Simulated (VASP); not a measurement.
# HgTe (Coloradoite) (F-43m) in VASP: settings compared, part 2 of 2

VASP 6.6.1. Earlier steps stand in the parts before.

**3. Relaxation of cell and atoms, PBE+D3(BJ)**

File INCAR:

```
SYSTEM = HgTe
ALGO = Normal
EDIFF = 1E-6
EDIFFG = -0.01
ENCUT = 600
GGA = PE
IBRION = 2
ISIF = 3
ISMEAR = -1
IVDW = 12
LASPH = .True.
LCHARG = .False.
LREAL = .False.
LWAVE = .False.
NELM = 80
NSW = 60
PREC = Accurate
SIGMA = 0.05
```

File KPOINTS:

```
k-points
0
Gamma
  7 7 7
  0 0 0
```

File POSCAR:

```
HgTe
1.0
    0.0000000000      3.2145000000      3.2145000000
    3.2145000000      0.0000000000      3.2145000000
    3.2145000000      3.2145000000      0.0000000000
Hg Te
1 1
Direct
    0.0000000000      0.0000000000      0.0000000000
    0.7500000000      0.7500000000      0.7500000000
```

Potentials or basis: VASP PAW PBE potentials, release 64 (Hg, Te).

Launch:

```
cat potpaw_PBE.64/Hg/POTCAR potpaw_PBE.64/Te/POTCAR > POTCAR
mpirun -np 1 vasp_std > vasp.out
```

OUTCAR:

```text
SYSTEM = HgTe
   EDIFF = 1E-6
   EDIFFG = -0.01
   ENCUT = 600
   GGA = PE
   IBRION = 2
   ISIF = 3
   ISMEAR = -1
   IVDW = 12
   LASPH = .True.
   LREAL = .False.
   NELM = 80
   NSW = 60
   PREC = Accurate
 IVDW          = 12

 ion  position               nearest neighbor table
   1  0.000  0.000  0.000-   2 2.78   2 2.78   2 2.78   2 2.78
   2  0.750  0.750  0.750-   1 2.78   1 2.78   1 2.78   1 2.78

  LATTYP: Found a face centered cubic cell.
 ALAT       =     6.4290000000

  Lattice vectors:

 A1 = (   0.0000000000,   3.2145000000,   3.2145000000)
 A2 = (   3.2145000000,   0.0000000000,   3.2145000000)
 A3 = (   3.2145000000,   3.2145000000,   0.0000000000)

Analysis of symmetry for initial positions (statically):
=====================================================================
 Subroutine PRICEL returns:
 Original cell was already a primitive cell.

 Routine SETGRP: Setting up the symmetry group for a
 face centered cubic supercell.

 Subroutine GETGRP returns: Found 24 space group operations
 (whereof 24 operations were pure point group operations)
 out of a pool of 48 trial point group operations.

The static configuration has the point symmetry T_d .

Analysis of symmetry for dynamics (positions and initial velocities):
=====================================================================
 Subroutine PRICEL returns:
 Original cell was already a primitive cell.

 Routine SETGRP: Setting up the symmetry group for a
 face centered cubic supercell.

 Subroutine GETGRP returns: Found 24 space group operations
 (whereof 24 operations were pure point group operations)
 out of a pool of 48 trial point group operations.

The dynamic configuration has the point symmetry T_d .

 Subroutine INISYM returns: Found 24 space group operations
 (whereof 24 operations are pure point group operations),
 and found     1 'primitive' translations

----------------------------------------------------------------------------------------

                                     Primitive cell

  volume of cell :      66.4309

  direct lattice vectors                    reciprocal lattice vectors
     0.000000000  3.214500000  3.214500000    -0.155545186  0.155545186  0.155545186
     3.214500000  0.000000000  3.214500000     0.155545186 -0.155545186  0.155545186
     3.214500000  3.214500000  0.000000000     0.155545186  0.155545186 -0.155545186

  length of vectors
     4.545989496  4.545989496  4.545989496     0.269412165  0.269412165  0.269412165

  position of ions in fractional coordinates (direct lattice)
     0.000000000  0.000000000  0.000000000
     0.750000000  0.750000000  0.750000000

  ion indices of the primitive-cell ions
   primitive index   ion index
                 1           1
                 2           2

----------------------------------------------------------------------------------------

 KPOINTS: k-points

Automatic generation of k-mesh.
 Grid dimensions read from file:
 generate k-points for:    7    7    7

 Generating k-lattice:

  Cartesian coordinates                     Fractional coordinates (reciprocal lattice)
    -0.022220741  0.022220741  0.022220741     0.142857143  0.000000000  0.000000000
     0.022220741 -0.022220741  0.022220741     0.000000000  0.142857143  0.000000000
     0.022220741  0.022220741 -0.022220741     0.000000000  0.000000000  0.142857143

  Length of vectors
     0.038487452  0.038487452  0.038487452

  Shift w.r.t. Gamma in fractional coordinates (k-lattice)
     0.000000000  0.000000000  0.000000000

 Subroutine IBZKPT returns following result:
 ===========================================

 Found     20 irreducible k-points:

 Following reciprocal coordinates:
            Coordinates               Weight
  0.000000  0.000000  0.000000      1.000000
  0.142857  0.000000  0.000000      8.000000
  0.285714  0.000000  0.000000      8.000000
  0.428571  0.000000  0.000000      8.000000
  0.142857  0.142857  0.000000      6.000000
  0.285714  0.142857  0.000000     24.000000
[... 12 lines left out ...]
 -0.428571  0.428571  0.142857     24.000000
 -0.285714  0.428571  0.142857     24.000000
   k-points           NKPTS =     20   k-points in BZ     NKDIM =     20   number of bands    NBANDS=     13
   number of dos      NEDOS =    301   number of ions     NIONS =      2
   total plane-waves  NPLWV =  46656
   dimension x,y,z NGX =    36 NGY =   36 NGZ =   36
   dimension x,y,z NGXF=    72 NGYF=   72 NGZF=   72
   ions per type =               1   1
   NGX,Y,Z   is equivalent  to a cutoff of  13.17, 13.17, 13.17 a.u.
   NGXF,Y,Z  is equivalent  to a cutoff of  26.33, 26.33, 26.33 a.u.
 SYSTEM =  HgTe
   PREC   = accura    normal or accurate (medium, high low for compatibility)
   ISTART =      0    job   : 0-new  1-cont  2-samecut
   ICHARG =      2    charge: 1-file 2-atom 10-const
   ISPIN  =      1    spin polarized calculation?
   LNONCOLLINEAR =      F non collinear calculations
   LSORBIT =      F    spin-orbit coupling
   LASPH  =      T    aspherical Exc in radial PAW
   ENCUT  =  600.0 eV  44.10 Ry    6.64 a.u.   9.08  9.08  9.08*2*pi/ulx,y,z
   NELM   =     80;   NELMIN=  2; NELMDL= -5     # of ELM steps
   EDIFF  = 0.1E-05   stopping-criterion for ELM
   LREAL  =      F    real-space projection
   EDIFFG = -.1E-01   stopping-criterion for IOM
   NSW    =     60    number of steps for IOM
   IBRION =      2    ionic relax: 0-MD 1-quasi-New 2-CG
   NFREE  =      1    steps in history (QN), initial steepest desc. (CG)
   ISIF   =      3    stress and relaxation
   ISYM   =      2    0-nonsym 1-usesym 2-fastsym
   POTIM  = 0.5000    time-step for ionic-motion
   TEBEG  =    0.0;   TEEND  =   0.0 temperature during run
   PSTRESS=    0.0 pullay stress
   NELECT =      18.0000    total number of electrons
   NUPDOWN=      -1.0000    fix difference up-down
   EMIN   =  10.00;   EMAX   =-10.00  energy-range for DOS
   EFERMI =   0.00;   METHOD = LEGACY
   ISMEAR =    -1;   SIGMA  =   0.05  broadening in eV -4-tet -1-fermi 0-gaus
   EFERMI_NEDOS =   21; number of points for ismear=-14 and -15
   IALGO  =     38    algorithm
   IMIX   =      4    mixing-type and parameters
     AMIX     =   0.40;   BMIX     =  1.00
     AMIX_MAG =   1.60;   BMIX_MAG =  1.00
  volume/ion in A,a.u.               =      33.22       224.15
  Fermi-wavevector in a.u.,A,eV,Ry     =   1.059357  2.001894 15.268958  1.122237
  Thomas-Fermi vector in A             =   2.194699
   LORBIT       =      0    0 simple, 1 ext, 2 COOP (PROOUT), +10 PAW based schemes
   GGA     = PE    functional components
   LHFCALC =     F    Hartree Fock is set to
   AEXX    =    0.0000 exact exchange contribution
   IVDW    =    12    specifies the selected vdW correction
   LEPSILON=     F    determine dielectric tensor
   LRPA    =     F    only Hartree local field effects (RPA)
 conjugate gradient relaxation of ions
 non-spin polarized calculation
  energy-cutoff  :      600.00
  volume of cell :       66.43
 maximum number of plane-waves:      2239
   NGX = 19   NGY = 19   NGZ = 19

--------------------------------------- Ionic step        1  -------------------------------------------

 number of electron      18.0000000 magnetization

 Free energy of the ion-electron system (eV)
  ---------------------------------------------------
  ext. energy  EPLUGINS =         0.00000000
  ---------------------------------------------------
  free energy    TOTEN  =        -3.55183495 eV

  energy without entropy =       -3.55114813  energy(sigma->0) =       -3.55149154

------------------------ aborting loop because EDIFF is reached ----------------------------------------

 Edisp (eV)   -0.73415

 E8    (eV) :    -0.3337

  FORCE on cell =-STRESS in cart. coord.  units (eV):
  Direction    XX          YY          ZZ          XY          YZ          ZX
  --------------------------------------------------------------------------------------
  -------------------------------------------------------------------------------------
  Total       1.08009     1.08009     1.08009    -0.00000    -0.00000     0.00000
  in kB      26.04947    26.04947    26.04947    -0.00000    -0.00000     0.00000
  external pressure =       26.05 kB  Pullay stress =        0.00 kB
[... 61 lines left out ...]
  energy  without entropy=       -4.3112304913  energy(sigma->0) =       -4.31161997

--------------------------------------- Ionic step        3  -------------------------------------------

 number of electron      18.0000002 magnetization

 Free energy of the ion-electron system (eV)
  ---------------------------------------------------
  ext. energy  EPLUGINS =         0.00000000
  ---------------------------------------------------
  free energy    TOTEN  =        -3.62831482 eV

  energy without entropy =       -3.62756276  energy(sigma->0) =       -3.62793879

 E-fermi :   2.7271     XC(G=0):  -8.5595

 val. band max:        2.6827669611   @ k =   0.0000   0.0000   0.0000
 cond. band min:       3.3712218832   @ k =   0.1429   0.0000   0.0000
 fundamental gap:      0.6884549221
 Fermi energy:         2.7271300362

 k-point     1 :       0.0000    0.0000    0.0000
  band No.  band energies     occupation
      1      -9.0232      2.00000
      2      -4.4466      2.00000
      3      -4.4466      2.00000
      4      -4.4466      2.00000
      5      -3.9646      2.00000
      6      -3.9646      2.00000
      7       1.8606      2.00000
      8       2.6828      1.41665
      9       2.6828      1.41665
     10       2.6828      1.41665
     11       6.9821      0.00000
     12       6.9821      0.00000
     13       6.9821      0.00000
[... 335 lines left out ...]
  FREE ENERGIE OF THE ION-ELECTRON SYSTEM (eV)
  ---------------------------------------------------
  free  energy   TOTEN  =        -4.3156819321 eV

  energy  without entropy=       -4.3149298781  energy(sigma->0) =       -4.31530591

 reached required accuracy - stopping structural energy minimisation
```

It took 33 s on 1 thread of Intel Xeon Platinum 8488C (Sapphire Rapids), shared host; peak memory 0.23 GiB.

Results:

| Property | Result |
| --- | --- |
| Free energy | -4.3157 eV |
| Relaxed volume | 35.14 Å³/atom |
| Relaxed cell | a = 4.632 Å, b = 4.632 Å, c = 4.632 Å, α = 60.00°, β = 60.00°, γ = 60.00° |
| Space group after relaxing (to 0.05 Å) | F-43m (No. 216) |
| Energy gained by relaxing | 14.8 meV/atom |
| Ionic steps | 3 |
| Pressure after relaxing | 0.0 GPa |
| Band gap on the k mesh | none (metal or under the smearing width) |
| Dispersion energy per atom | -0.344 eV |

The path:
```csv
step,energy change (eV),largest force (eV/Å),pressure (GPa),volume (Å³)
1,0.0000,0.0000,2.60,66.43
2,-0.0260,0.0000,-0.78,71.76
3,-0.0297,0.0000,0.01,70.29
```

Final structure:
```
Hg Te
1.0
     0.00000    3.27551    3.27551
     3.27551    0.00000    3.27551
     3.27551    3.27551    0.00000
Hg Te
1 1
Direct
  0.00000 0.00000 0.00000
  0.75000 0.75000 0.75000
```

Levels at points of the mesh, in eV from the Fermi level:
```csv
k point,band 6,band 7,band 8,band 9,band 10,band 11,band 12,band 13
"(0.00, 0.00, 0.00)",-6.69,-0.87,-0.04,-0.04,-0.04,4.25,4.25,4.25
```

Caveat: pairwise dispersion overbinds metals, which lowers pressure and volume. Spin-orbit coupling is left out, which matters for the levels of Hg, Te.

**4. Relaxation of cell and atoms, PBE+D4**

File INCAR:

```
PREC = Accurate
ENCUT = 600
EDIFF = 1E-7
ISMEAR = -1
SIGMA = 0.05
LREAL = F
LASPH = T
NELM = 100
ALGO = Normal
ISIF = 3
LWAVE = F
LCHARG = F
GGA = PE
IVDW = 13
IBRION = 2
NSW = 40
EDIFFG = -0.02
```

File KPOINTS:

```
Automatic mesh
0
Gamma
  7 7 7
```

POSCAR is that of step 3.

Launch:

```
cat potpaw_PBE.64/Hg/POTCAR potpaw_PBE.64/Te/POTCAR > POTCAR
mpirun -np 1 vasp_std > vasp.out
```

It took 32 s on 1 thread of Intel Xeon Platinum 8488C (Sapphire Rapids), shared host; peak memory 0.23 GiB.

Results (log left out):

```yaml
Free_energy: -4.3600 eV
Relaxed_volume: 35.09 Å³/atom
Relaxed_cell: a = 4.630 Å, b = 4.630 Å, c = 4.630 Å, α = 60.00°, β = 60.00°, γ = 60.00°
Space_group_after_relaxing_to_0.05_Å: F-43m (No. 216)
Energy_gained_by_relaxing: 14.2 meV/atom
Ionic_steps: 3
Pressure_after_relaxing: 0.0 GPa
Band_gap_on_the_k_mesh: none (metal or under the smearing width)
Dispersion_energy_per_atom: -0.366 eV
```

The path:
```tsv
step	energy change (eV)	largest force (eV/Å)	pressure (GPa)	volume (Å³)
1	0.0000	0.0000	2.56	66.43
2	-0.0246	0.0000	-0.79	71.66
3	-0.0283	0.0000	0.01	70.18
```

Final structure:
```
CELL_PARAMETERS angstrom
0.00000 3.27382 3.27382
3.27382 0.00000 3.27382
3.27382 3.27382 0.00000
ATOMIC_POSITIONS crystal
Hg 0.00000 0.00000 0.00000
Te 0.75000 0.75000 0.75000
```

Levels at points of the mesh, in eV from the Fermi level:
```csv
k point,band 5,band 6,band 7,band 8,band 9,band 10,band 11,band 12,band 13
"(0.00, 0.00, 0.00)",-6.70,-6.70,-0.86,-0.04,-0.04,-0.04,4.25,4.25,4.25
```

Caveat: pairwise dispersion overbinds metals, which lowers pressure and volume.

**5. Relaxation of cell and atoms, PBE+rVV10**

File INCAR:

```
PREC = Accurate
ENCUT = 600
EDIFF = 1E-6
ISMEAR = -1
SIGMA = 0.05
LREAL = F
LASPH = T
NELM = 80
ALGO = Normal
ISIF = 3
LWAVE = F
LCHARG = F
GGA = PE
LUSE_VDW = T
IVDW_NL = 2
BPARAM = 10.0
CPARAM = 0.0093
IBRION = 2
NSW = 40
EDIFFG = -0.01
```

KPOINTS is that of step 4.

POSCAR is that of step 4.

Launch:

```
cat potpaw_PBE.64/Hg/POTCAR potpaw_PBE.64/Te/POTCAR > POTCAR
mpirun -np 1 vasp_std > vasp.out
```

It took 2.7 min on 1 thread of Intel Xeon Platinum 8488C (Sapphire Rapids), shared host; peak memory 0.39 GiB.

The run converged. Its results:

| Quantity | Value |
| --- | --- |
| Free energy | -2.9468 eV |
| Relaxed volume | 35.97 Å³/atom |
| Relaxed cell | a = 4.668 Å, b = 4.668 Å, c = 4.668 Å, α = 60.00°, β = 60.00°, γ = 60.00° |
| Space group after relaxing (to 0.05 Å) | F-43m (No. 216) |
| Energy gained by relaxing | 29.4 meV/atom |
| Ionic steps | 3 |
| Pressure after relaxing | 0.0 GPa |
| Band gap on the k mesh | none (metal or under the smearing width) |

The path:
| step | energy change (eV) | largest force (eV/Å) | pressure (GPa) | volume (Å³) |
| --- | --- | --- | --- | --- |
| 1 | 0.0000 | 0.0000 | 3.69 | 66.43 |
| 2 | -0.0519 | 0.0000 | -1.01 | 74.07 |
| 3 | -0.0588 | 0.0000 | 0.01 | 71.94 |

Final structure:
```
Hg Te
1.0
     0.00000    3.30099    3.30099
     3.30099    0.00000    3.30099
     3.30099    3.30099    0.00000
Hg Te
1 1
Direct
  0.00000 0.00000 0.00000
  0.75000 0.75000 0.75000
```

Levels at points of the mesh, in eV from the Fermi level:
```
           k point  band 5  band 6  band 7  band 8  band 9  band 10  band 11  band 12  band 13
(0.00, 0.00, 0.00)   -6.59   -6.59   -0.95   -0.05   -0.05    -0.05     4.26     4.26     4.26
```

Caveat: pairwise dispersion overbinds metals, which lowers pressure and volume.

**6. Relaxation of cell and atoms, PBE+TS**

File INCAR:

```
SYSTEM = HgTe
ALGO     = Fast           ! electronic algorithm
EDIFF    = 1E-6           ! SCF threshold, eV
EDIFFG   = -0.01          ! ionic threshold
ENCUT    = 600            ! plane-wave cutoff, eV
GGA      = PE             ! functional
IBRION   = 2              ! ionic algorithm
ISIF     = 3              ! what is computed and relaxed
ISMEAR   = -1             ! smearing method
IVDW     = 2              ! dispersion correction
LASPH    = .TRUE.         ! aspherical terms in the spheres
LCHARG   = .FALSE.        ! write CHGCAR
LREAL    = .FALSE.        ! projectors in reciprocal space
LWAVE    = .FALSE.        ! write WAVECAR
NELM     = 60             ! most SCF steps
NSW      = 40             ! ionic steps
PREC     = Accurate       ! precision mode
SIGMA    = 0.05           ! smearing width, eV
```

File KPOINTS:

```
k-points
0
G
  7 7 7
  0 0 0
```

POSCAR is that of step 5.

Potentials or basis: VASP PAW PBE potentials, release 64 (Hg, Te).

Launch:

```
cat potpaw_PBE.64/Hg/POTCAR potpaw_PBE.64/Te/POTCAR > POTCAR
mpirun -np 1 vasp_std > vasp.out
```

It took 39 s on 1 thread of Intel Xeon Platinum 8488C (Sapphire Rapids), shared host; peak memory 0.23 GiB.

It converged, with:

```yaml
Free_energy: -4.1203 eV
Relaxed_volume: 35.16 Å³/atom
Relaxed_cell: a = 4.633 Å, b = 4.633 Å, c = 4.633 Å, α = 60.00°, β = 60.00°, γ = 60.00°
Space_group_after_relaxing_to_0.05_Å: F-43m (No. 216)
Energy_gained_by_relaxing: 15.3 meV/atom
Ionic_steps: 3
Pressure_after_relaxing: 0.0 GPa
Band_gap_on_the_k_mesh: none (metal or under the smearing width)
Hirshfeld_charges: Hg +0.15; Te -0.15 e
Dispersion_energy_per_atom: -0.246 eV
```

The path:
```csv
step,energy change (eV),largest force (eV/Å),pressure (GPa),volume (Å³)
1,0.0000,0.0000,2.65,66.43
2,-0.0266,0.0000,-0.88,71.86
3,-0.0306,0.0000,-0.03,70.32
```

Final structure:
```
CELL_PARAMETERS angstrom
0.00000 3.27597 3.27597
3.27597 0.00000 3.27597
3.27597 3.27597 0.00000
ATOMIC_POSITIONS crystal
Hg 0.00000 0.00000 0.00000
Te 0.75000 0.75000 0.75000
```

Levels at points of the mesh, in eV from the Fermi level:
| k point | band 7 | band 8 | band 9 | band 10 | band 11 | band 12 |
| --- | --- | --- | --- | --- | --- | --- |
| (0.00, 0.00, 0.00) | -0.87 | -0.04 | -0.04 | -0.04 | 4.26 | 4.26 |

Caveat: atom-pairwise D2, TS and ULG terms overbind metals; pairwise dispersion overbinds metals, which lowers pressure and volume.

**7. For comparison**

An earlier run on the cell as given: functional PBE; potentials or basis VASP PAW PBE potentials, release 64 (Hg, Te); cutoff 520 eV; k mesh 7 × 7 × 7; occupations fermi-dirac, width 0.05 eV; no spin polarisation.

* Pressure: 4.6 GPa
* Band gap on the k mesh: none (metal or under the smearing width)

**8. The runs side by side**

| task | level | cell | cutoff (eV) | gap on the mesh (eV) | pressure (GPa) | relaxed volume (Å³/atom) |
| --- | --- | --- | --- | --- | --- | --- |
| relaxation of cell and atoms | PBE+D3 | relaxed | 600 | none | 0.0 | 35.15 |
| relaxation of cell and atoms | PBE+D3(BJ) | relaxed | 600 | none | 0.0 | 35.14 |
| relaxation of cell and atoms | PBE+D4 | relaxed | 600 | none | 0.0 | 35.09 |
| relaxation of cell and atoms | PBE+rVV10 | relaxed | 600 | none | 0.0 | 35.97 |
| relaxation of cell and atoms | PBE+TS | relaxed | 600 | none | 0.0 | 35.16 |
| single point | PBE | as given | 520 | none | 4.6 | - |

Alike in all rows: potentials or basis VASP PAW PBE potentials, release 64 (Hg, Te); no spin polarisation; k mesh 7 × 7 × 7; smearing fermi-dirac 0.05 eV.

Caveats: pairwise dispersion overbinds metals, which lowers pressure and volume (some runs); atom-pairwise D2, TS and ULG terms overbind metals (some runs).

Total energies depend on the potentials used, so only differences within one code and one set of settings carry meaning.
